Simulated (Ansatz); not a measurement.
P under changes of volume

One of the cells (16.144 Å³/atom); the others are scaled copies at fixed shape and fractional positions:

```
P
1.0
     1.72573    0.99635    3.12968
    -1.72573    0.99635    3.12968
     0.00000   -1.99270    3.12968
P
2
Cartesian
  0.0000 0.0000 7.2570
  0.0000 0.0000 2.1321
```

This isn't the form of P at room conditions, which is orthorhombic.

```yaml
Program: Ansatz 0.2.0
Functional: PBE
Potentials_or_basis: Ansatz PAW
Cutoff: "420 eV (not typed: the program's choice for these potentials)"
k_mesh: 9 × 9 × 9
Occupations: fermi-dirac, width 0.05 eV
Spin: no spin polarisation
```

```tsv
volume (Å³/atom)	energy over the lowest point (meV/atom)	pressure (GPa)	largest force (eV/Å)
15.175	30.69	8.1	0.650
15.498	16.70	5.7	0.494
15.821	?	?	?
16.144	1.95	1.8	0.240
16.467	0.00	0.1	0.100
16.789	1.46	-1.6	0.036
17.112	6.10	-3.1	0.160
```

Question: What does the run at 15.821 Å³/atom give?

Answer: Energy over the lowest point 7.30 meV/atom; pressure 3.6 GPa; largest force 0.364 eV/Å.

Worked out: A Birch-Murnaghan fit of order 3 (a polynomial in V^(-2/3)) to the other rows has its minimum at 16.48 Å³/atom with B0 = V·E''(V) = 84 GPa and B' = 3.8 at fixed shape and positions, which overstates the stiffness. It gives 7.31 meV/atom at 15.821 Å³/atom, against the run's 7.30, and -dE/dV = 3.7 GPa, against 3.6.

Energies are extrapolated to zero smearing.
